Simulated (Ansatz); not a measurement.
# AlP (F-43m): zone-centre modes under pressure, part 2 of 3

Wanted: Grüneisen parameters and pressure coefficients of the modes of AlP (F-43m).

Ansatz 0.2.0; DFT LDA, scalar-relativistic, plane waves, PAW; PAW set soft_1.

So far. Step 3 (Tight relaxation): The forces vanish by symmetry and the pressure is -0.004 GPa, within the tolerances set. The cell now holds 20.06 Å³/atom.

The database entry behind the starting cell differs from later determinations by our own check (0.1 to 0.3 % short, probably kX units), so it need not match the best structure at ambient conditions.

### Step 4. Modes at rest

The modes at rest are the reference of the series, and the response to a field gives the dielectric tensor and the Born charges.

The input, input.yaml:

```yaml
crystal:
  lattice:
    - [0.0, 2.7169490149, 2.7169490149]
    - [2.7169490149, 0.0, 2.7169490149]
    - [2.7169490149, 2.7169490149, 0.0]
  atoms:
    - { symbol: Al, position: [0.0, 0.0, 0.0] }
    - { symbol: P, position: [0.75, 0.75, 0.75] }
kpoints:
  mp_grid: { grid: [12, 12, 12] }
hamiltonian:
  xc: lda
  pseudopotentials: { kind: paw, azcp: { folder: soft_1 }, xc_functional: pbe }
scf:
  occupations: { method: fixed }
output:
  eigenvalues: true
phonons:
  method: dfpt
  dielectric: true
  rigid_motions: translations
  raman: true
```

Launch:

```sh
$ ansatz run input.yaml --threads 4 --pin off --max-ram 10240MiB --backend cpu --events-out ev --progress --plain --runs-dir out
```

Numbers of over 12 decimals in the logs are rounded to 6 here.

What it wrote:

```text
[...]
Crystal: 2 atoms, lattice volume = 40.112 Å³
Basis set: ecut = 420 eV, 749 PW (Γ), exchange–correlation on 54×54×54 points (8 copies of the dense FFT grid, shifted against one another)
Bands: 8, of which v1, the nominal top of the filled ones, is band 4 counted from 1 (3 counted from 0)
Symmetry: 24 space group operations
k-points: 280 of 1728 (irreducible under 4 space group operations, time reversal used)
[...]
SCF iter   1: F=—  HF=-1240.425855 eV  |F-HF|=—  |Δ(HF+E_count)|=         —  Δρ=4.52e-2  dr2=1.07e0  ethr=3.10e-3  ⟨swp⟩=5.4  Hψ=16645  notcnv=0  defer=525
[...]
SCF iter   8: F=-1240.041252 eV  HF=-1240.041252 eV  |F-HF|=2.05e-12  |Δ(HF+E_count)|=  2.15e-10  Δρ=9.62e-8  dr2=4.21e-12  ethr=1.25e-12  ⟨swp⟩=10.4  Hψ=18850  notcnv=0
SCF 1 converged in 8 iterations: F = -1240.041252 eV  dr2 = 4.21e-12
[...]
NSCF: frozen V_eff on 1 k-points
DFPT response loops at Γ: preconditioner auto → none (the input reference at scf.mixing.eps_inf says where Resta's filter doesn't serve); β = 0.50; Broyden in place of MSR1
── the response to a field inside a basis, on 14×14×14 k-points: an SCF that follows is theirs, and a resumed run solves both again ──
Bands: 5, of which v1, the nominal top of the filled ones, is band 4 counted from 1 (3 counted from 0)
k-points: 280 of 2744 (irreducible under 6 space group operations, time reversal used)
[...]
Eigensolver: Dense (280 Hₖ)
SCF iter   1: F=—  HF=-1240.040890 eV  |F-HF|=—  |Δ(HF+E_count)|=         —  Δρ=4.47e-5  dr2=1.19e-7  ethr=1.00e-1
[...]
SCF iter   3: F=-1240.040890 eV  HF=-1240.040890 eV  |F-HF|=2.27e-13  |Δ(HF+E_count)|=   4.12e-8  Δρ=1.42e-7  dr2=3.20e-12  ethr=3.77e-10
SCF 1 converged in 3 iterations: F = -1240.040890 eV  dr2 = 3.20e-12
[...]
SCF converged after 8 iterations
Free energy (F): -1240.041252 eV
[...]
Internal energy: -1240.041252 eV  (E = F + TS)
E sigma→0 (E₀):  -1240.041252 eV
Fermi energy:    4.991892 eV
[...]
--- Band table (eV; the first three rows and the last of 280) ---
[...]
--- Phonons (Γ-DFPT): 2 representative perturbations + reference, on 280 of 1728 k-points (Σ response iterations 6) ---
  k mesh reduced under 4 symmetry operations, with k and −k counted as one. Each operation leaves every solved perturbation unchanged. A smaller set is not considered because the run solves the response to a homogeneous field
  ASR residual: 2.632e-5 → 0.000e0 eV/Å²; symmetrization residual: 4.434e-7 eV/Å²
  ASR residual per site (eV/Å²): 2.23e-5 2.63e-5
  Γ frequencies (cm⁻¹): 0.00 0.00 0.00 440.13 440.13 440.13
  ε∞ (high-frequency dielectric tensor):
        8.331795     0.000000     0.000000
        0.000000     8.331795     0.000000
        0.000000     0.000000     8.331795
  ε⁰ (static dielectric tensor: ions relaxed, cell fixed):
       10.490809     0.000000     0.000000
        0.000000    10.490809     0.000000
        0.000000     0.000000    10.490809
  ε⁰ − ε∞ (ionic part):
        2.159015    -0.000000     0.000000
       -0.000000     2.159015     0.000000
        0.000000     0.000000     2.159015
  softest optical mode at Γ: 440.13 cm⁻¹; the repairs (sum rule, projections) moved no ω² at Γ by more than (0.51 cm⁻¹)²
  Born effective charges Z* (e; rows j = field, columns β = displacement):
    site 0:
         2.21725    0.00000    0.00000
        -0.00000    2.21725   -0.00000
        -0.00000    0.00000    2.21725
    site 1:
        -2.21725   -0.00000   -0.00000
         0.00000   -2.21725    0.00000
         0.00000   -0.00000   -2.21725
  Z* charge neutrality: 3.256e-5 e pre-enforcement
  solved inside a basis spanned on kpoints, on 14×14×14 k-points: ε∞ is read to err by 2.2e-2, Z* by 7.1e-3 e (field_mesh: kpoints solves on kpoints); Z* is corrected for what the basis lacks
  Raman tensors (in the event stream and the table raman_tensors.tsv): an entry may err by 3.2e-3 Å², one of the second-order susceptibility by 3.1e-2 pm/V (basis, points and sum rule); their sum over the sites missed zero by 4.497e-5 Å² ahead of its enforcement
  optical modes at Γ without the LO–TO term, one row a degenerate level:
      ω (cm⁻¹)  modes    IR ((D/Å)²/amu)  static Raman (Å⁴/amu)  depolarisation
        440.13      3            23.5964                84.2156           0.750
  optical modes at Γ + LO–TO along q̂ = [1.0000, 0.0000, 0.0000]:
      ω (cm⁻¹)  modes    IR ((D/Å)²/amu)  static Raman (Å⁴/amu)  depolarisation
        440.13      2            15.7309                56.1437           0.750
        493.87      1             7.8655                85.9707           0.750
  optical modes at Γ + LO–TO along q̂ = [0.0000, 1.0000, 0.0000]:
      ω (cm⁻¹)  modes    IR ((D/Å)²/amu)  static Raman (Å⁴/amu)  depolarisation
        440.13      2            15.7309                56.1437           0.750
        493.87      1             7.8655                85.9707           0.750
  optical modes at Γ + LO–TO along q̂ = [0.0000, 0.0000, 1.0000]:
      ω (cm⁻¹)  modes    IR ((D/Å)²/amu)  static Raman (Å⁴/amu)  depolarisation
        440.13      2            15.7309                56.1437           0.750
        493.87      1             7.8655                85.9707           0.750
```

Wall time 1.8 min (4 threads of Arm Neoverse N1, shared host); peak memory 0.92 GiB; 6.9 min of CPU time.

This step gave:

| Property | Result |
| --- | --- |
| sum-rule residual before enforcement | 2.63e-5 eV/Å² |
| miss of the charge sum rule | 3.26e-5 e |
| estimated error of the dielectric tensor | 0.02232 |
| estimated error of the Born charges | 0.007124 e |
| point group | -43m |
| highest optical mode at the zone centre (no LO-TO term) | 440.1 cm⁻¹ |
| lowest optical zone-centre mode | 440.1 cm⁻¹ |
| mean high-frequency dielectric constant | 8.332 |
| largest Born charge (third of the trace) | 2.217 e |
| mean static dielectric constant | 10.49 |
| top of the zone-centre spectrum with the field | 493.9 cm⁻¹ |

Without the LO-TO term. Patterns of degenerate modes are one choice out of their space. The modes at Γ (shares of kinetic energy by element, %):

```csv
mode,frequency (cm⁻¹),symmetry,Al %,P %
1,0.0,acoustic,47,53
2,0.0,acoustic,47,53
3,0.0,acoustic,47,53
4,440.1,T2,53,47
5,440.1,T2,53,47
6,440.1,T2,53,47
```

Displacements in mode 6 (440.1 cm⁻¹), the largest set to 1:
```
Al1  0.00  1.00 -0.23
P2   0.00 -0.87  0.20
```

Optical modes at the zone centre, without and with the macroscopic field of the longitudinal modes; each column is sorted by frequency, so a row need not hold one and the same mode. Modes with and without the field, by row:

```csv
rank among optical modes,no field (cm⁻¹),"q along (1, 0, 0) (cm⁻¹)"
1,440.1,440.1
2,440.1,440.1
3,440.1,493.9
```

Born charge (rows field, columns displacement) (e), principal values of the symmetric part by kind of site:

```csv
atom,atoms with these values,low,middle,high,mean
Al1,1,2.22,2.22,2.22,2.22
P2,1,-2.22,-2.22,-2.22,-2.22
```

In full for P2:

```
-2.22  0.00  0.00
 0.00 -2.22  0.00
 0.00  0.00 -2.22
```

High-frequency dielectric tensor:

```
8.33 0.00 0.00
0.00 8.33 0.00
0.00 0.00 8.33
```

Static dielectric tensor (ions relaxed, fixed cell):

```
10.49  0.00  0.00
 0.00 10.49  0.00
 0.00  0.00 10.49
```

Transverse modes. Infrared lines, with heights relative to the strongest:

```csv
position (cm⁻¹),label,relative intensity
440,T2,100
```

Activity x (w_L - w)^4 (n + 1)/w, 532 nm, 300 K; modes without the macroscopic field alone. Lines of the Raman spectrum (strongest = 100):

```csv
position (cm⁻¹),label,relative intensity
440,T2,100
```

Before it was imposed, the acoustic sum rule was missed by 2.6e-5 eV/Å² and the charge sum rule by 3.3e-5 e. Small misses are needed for a sound result but don't prove that mesh and cutoff are converged. The lowest optical mode is real, 440 cm⁻¹.

### Step 5. Ground state of a member: 1.06 times the volume at rest

The cell is set to 1.06 times the volume at rest; symmetry leaves nothing else free, so this is a single point.

input.yaml, the sections that differ from step 4:

```yaml
crystal:
  lattice:
    - [0.0, 2.7702360535, 2.7702360535]
    - [2.7702360535, 0.0, 2.7702360535]
    - [2.7702360535, 2.7702360535, 0.0]
  atoms:
    - { symbol: Al, position: [0.0, 0.0, 0.0] }
    - { symbol: P, position: [0.75, 0.75, 0.75] }
scf:
  occupations: { method: gaussian, width: 0.02 }
output:
  forces: true
  stress: true
  eigenvalues: true
# kpoints, hamiltonian: as in step 4
# phonons: removed
```

What it wrote:

```text
[...]
Crystal: 2 atoms, lattice volume = 42.519 Å³
Basis set: ecut = 420 eV, 869 PW (Γ)
Bands: 8, of which v1, the nominal top of the filled ones, is band 4 counted from 1 (3 counted from 0)
Symmetry: 24 space group operations
[...]
k-points: 72 of 1728 (time reversal used)
[...]
SCF iter   1: F=—  HF=-1240.352068 eV  |F-HF|=—  |Δ(HF+E_count)|=         —  Δρ=4.22e-2  dr2=1.01e0  ethr=3.10e-3  ⟨swp⟩=6.4  Hψ=5724  notcnv=0
[...]
SCF iter   6: F=-1240.004511 eV  HF=-1240.004511 eV  |F-HF|=1.06e-8  |Δ(HF+E_count)|=   1.02e-7  Δρ=6.87e-6  dr2=2.23e-8  ethr=1.25e-9  ⟨swp⟩=7.8  Hψ=3728  notcnv=0
SCF 1 converged in 6 iterations: F = -1240.004511 eV  dr2 = 2.23e-8
[...]
SCF converged after 6 iterations
Free energy (F): -1240.004511 eV
[...]
Internal energy: -1240.004511 eV  (E = F + TS)
E sigma→0 (E₀):  -1240.004511 eV
Fermi energy:    5.203742 eV
[...]
--- Stress (GPa, compression-positive) ---
       -4.649328      -0.000000       0.000000
       -0.000000      -4.649328       0.000000
        0.000000       0.000000      -4.649328
  P = ⅓ Tr σ = -4.6493 GPa (-46.493 kbar)
--- Band table (eV; the first three rows and the last of 72) ---
[...]
```

It took 1.5 s on 4 threads; peak memory 0.3 GiB.

Numbers from this step:

```yaml
pressure: -4.649 GPa
gap_on_the_k_mesh: 1.526 eV
volume_per_atom: 21.26 Å³
```

The forces vanish by symmetry, at a pressure of -4.65 GPa.

### Step 6. Zone-centre modes of the member: 1.06 times the volume at rest

The zone-centre modes follow for 1.06 times the volume at rest, with the response to a field.

input.yaml, as its differences from that of step 5:

```diff
@@ -14,6 +14,8 @@
 scf:
-  occupations: { method: gaussian, width: 0.02 }
+  occupations: { method: fixed }
 output:
-  forces: true
-  stress: true
   eigenvalues: true
+phonons:
+  method: dfpt
+  dielectric: true
+  rigid_motions: translations
```

What it wrote:

```text
[...]
Crystal: 2 atoms, lattice volume = 42.519 Å³
Basis set: ecut = 420 eV, 869 PW (Γ), exchange–correlation on 54×54×54 points (8 copies of the dense FFT grid, shifted against one another)
Bands: 8, of which v1, the nominal top of the filled ones, is band 4 counted from 1 (3 counted from 0)
Symmetry: 24 space group operations
k-points: 280 of 1728 (irreducible under 4 space group operations, time reversal used)
[...]
SCF iter   1: F=—  HF=-1240.352114 eV  |F-HF|=—  |Δ(HF+E_count)|=         —  Δρ=4.22e-2  dr2=1.02e0  ethr=3.10e-3  ⟨swp⟩=5.3  Hψ=16619  notcnv=0  defer=527
[...]
SCF iter   8: F=-1240.004511 eV  HF=-1240.004511 eV  |F-HF|=0.00e0  |Δ(HF+E_count)|=  3.16e-11  Δρ=2.88e-8  dr2=2.44e-13  ethr=1.25e-12  ⟨swp⟩=10.2  Hψ=18501  notcnv=0
SCF 1 converged in 8 iterations: F = -1240.004511 eV  dr2 = 2.44e-13
[...]
Bands: 5, of which v1, the nominal top of the filled ones, is band 4 counted from 1 (3 counted from 0)
k-points: 182 of 1728 (irreducible under 6 space group operations, time reversal used)
[...]
Eigensolver: Dense (182 Hₖ)
SCF iter   1: F=—  HF=-1240.004137 eV  |F-HF|=—  |Δ(HF+E_count)|=         —  Δρ=3.69e-5  dr2=8.44e-8  ethr=1.00e-1
[...]
SCF iter   2: F=-1240.004137 eV  HF=-1240.004137 eV  |F-HF|=3.02e-8  |Δ(HF+E_count)|=   8.87e-8  Δρ=1.86e-5  dr2=2.14e-8  ethr=1.05e-9
SCF 1 converged in 2 iterations: F = -1240.004137 eV  dr2 = 2.14e-8
[...]
SCF converged after 8 iterations
Free energy (F): -1240.004511 eV
[...]
Internal energy: -1240.004511 eV  (E = F + TS)
E sigma→0 (E₀):  -1240.004511 eV
Fermi energy:    4.440768 eV
[...]
--- Band table (eV; the first three rows and the last of 280) ---
[...]
ASR residual: 2.278e-6 → 0.000e0 eV/Å²; symmetrization residual: 3.754e-7 eV/Å²
  ASR residual per site (eV/Å²): 2.27e-6 2.28e-6
  Γ frequencies (cm⁻¹): 0.00 0.00 0.00 409.94 409.94 409.94
  ε∞ (high-frequency dielectric tensor):
        8.452845    -0.000000    -0.000000
       -0.000000     8.452845     0.000000
       -0.000000     0.000000     8.452845
  ε⁰ (static dielectric tensor: ions relaxed, cell fixed):
       10.879777    -0.000000    -0.000000
       -0.000000    10.879777     0.000000
       -0.000000     0.000000    10.879777
  ε⁰ − ε∞ (ionic part):
        2.426931     0.000000    -0.000000
        0.000000     2.426931     0.000000
       -0.000000     0.000000     2.426931
[...]
Born effective charges Z* (e; rows j = field, columns β = displacement):
    site 0:
         2.25432   -0.00000   -0.00000
         0.00000    2.25432    0.00000
         0.00000    0.00000    2.25432
    site 1:
        -2.25432    0.00000    0.00000
        -0.00000   -2.25432   -0.00000
        -0.00000   -0.00000   -2.25432
  Z* charge neutrality: 2.286e-4 e pre-enforcement
  solved inside a basis spanned on kpoints, on 12×12×12 k-points, its susceptibility summed on 16×16×16: ε∞ is read to err by 2.3e-2, Z* by 7.3e-3 e (field_mesh: kpoints solves on kpoints); Z* is corrected for what the basis lacks
  optical modes at Γ without the LO–TO term, one row a degenerate level:
      ω (cm⁻¹)  modes    IR ((D/Å)²/amu)
        409.94      3            24.3919
  optical modes at Γ + LO–TO along q̂ = [1.0000, 0.0000, 0.0000]:
      ω (cm⁻¹)  modes    IR ((D/Å)²/amu)
        409.94      2            16.2613
        465.08      1             8.1306
  optical modes at Γ + LO–TO along q̂ = [0.0000, 1.0000, 0.0000]:
      ω (cm⁻¹)  modes    IR ((D/Å)²/amu)
        409.94      2            16.2613
        465.08      1             8.1306
  optical modes at Γ + LO–TO along q̂ = [0.0000, 0.0000, 1.0000]:
      ω (cm⁻¹)  modes    IR ((D/Å)²/amu)
        409.94      2            16.2613
        465.08      1             8.1306
```

Run time: 30 s. Hardware: 4 threads; peak memory 0.56 GiB.

This step gave:

```yaml
sum_rule_residual_before_enforcement: 2.28e-6 eV/Å²
miss_of_the_charge_sum_rule: 2.29e-4 e
estimated_error_of_the_dielectric_tensor: 0.02342
estimated_error_of_the_born_charges: 0.007338 e
highest_optical_mode_at_the_zone_centre_no_lo_to_term: 409.9 cm⁻¹
lowest_optical_zone_centre_mode: 409.9 cm⁻¹
mean_high_frequency_dielectric_constant: 8.453
largest_born_charge_third_of_the_trace: 2.254 e
mean_static_dielectric_constant: 10.88
top_of_the_zone_centre_spectrum_with_the_field: 465.1 cm⁻¹
```

Without the LO-TO term. Patterns of degenerate modes are one choice out of their space. The modes at Γ (shares of kinetic energy by element, %):

```csv
mode,frequency (cm⁻¹),symmetry,Al %,P %
1,0.0,acoustic,47,53
2,0.0,acoustic,47,53
3,0.0,acoustic,47,53
4,409.9,T2,53,47
5,409.9,T2,53,47
6,409.9,T2,53,47
```

Transverse modes. Lines of the infrared spectrum (strongest = 100):

```csv
position (cm⁻¹),label,relative intensity
410,T2,100
```

The optical mode without the LO-TO term lies at 409.9 cm⁻¹.

For the mean static dielectric tensor (ions relaxed, fixed cell), step 4 gave 10.5; this run, with volume ratio 1.06, gives 10.9 (+4 %).

(Continued in part 3 of 3.)

[Logs are printed without paths, hosts, clocks, repeated set-up lines and the standing remarks that a program may print on its own settings, such as how far it seeks lower states.]

[Hosts, paths, dates, database ids (printed as entryN), source tags and the programs' standing remarks are cut or masked in the printed files.]
